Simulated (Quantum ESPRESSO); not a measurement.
Here is a Quantum ESPRESSO 7.5 calculation.

Contents of scf.in:

```
&CONTROL
  calculation = 'scf'
  prefix = 'pwscf'
  outdir = './tmp'
  pseudo_dir = './pseudo'
/
&SYSTEM
  ibrav = 0
  nat = 4
  ntyp = 2
  ecutwfc = 84
  nbnd = 14
  occupations = 'smearing'
  smearing = 'fd'
  degauss = 0.00367493
  force_symmorphic = .true.
/
&ELECTRONS
  conv_thr = 8d-10
  electron_maxstep = 120
  mixing_beta = 0.5
/
ATOMIC_SPECIES
N     14.0070 N.upf
B     10.8100 B.upf
CELL_PARAMETERS angstrom
   2.4982400000    0.0000000000    0.0000000000
  -1.2491200000    2.1635393048    0.0000000000
   0.0000000000    0.0000000000    6.6357000000
ATOMIC_POSITIONS angstrom
N      1.2491200001    0.7211797682    1.6589250000
N     -0.0000000001    1.4423595366    4.9767750000
B      1.2491200001    0.7211797682    4.9767750000
B     -0.0000000001    1.4423595366    1.6589250000
K_POINTS automatic
21 21 8 0 0 0
```

Contents of nscf.in:

```
&CONTROL
  calculation = 'nscf'
  prefix = 'pwscf'
  outdir = './tmp'
  pseudo_dir = './pseudo'
/
&SYSTEM
  ibrav = 0
  nat = 4
  ntyp = 2
  ecutwfc = 84
  nbnd = 38
  occupations = 'fixed'
  force_symmorphic = .true.
/
&ELECTRONS
  conv_thr = 1d-08
  diago_full_acc = .true.
  diago_thr_init = 1d-06
/
ATOMIC_SPECIES
N     14.0070 N.upf
B     10.8100 B.upf
CELL_PARAMETERS angstrom
   2.4982400000    0.0000000000    0.0000000000
  -1.2491200000    2.1635393048    0.0000000000
   0.0000000000    0.0000000000    6.6357000000
ATOMIC_POSITIONS angstrom
N      1.2491200001    0.7211797682    1.6589250000
N     -0.0000000001    1.4423595366    4.9767750000
B      1.2491200001    0.7211797682    4.9767750000
B     -0.0000000001    1.4423595366    1.6589250000
K_POINTS automatic
21 21 8 0 0 0
```

Potentials or basis: PseudoDojo 0.4.1 SR PBEsol standard.

Run with:

```bash
$ OMP_NUM_THREADS=1 pw.x -in scf.in > scf.out
$ OMP_NUM_THREADS=1 pw.x -in nscf.in > nscf.out
```

Question: What does it give for the band gap on the k mesh, mean-field level?

Answer: 4.19 eV, indirect (least direct gap 4.62 eV).

Caveat: an odd mesh through Γ misses points on the zone boundary, where band edges often lie.
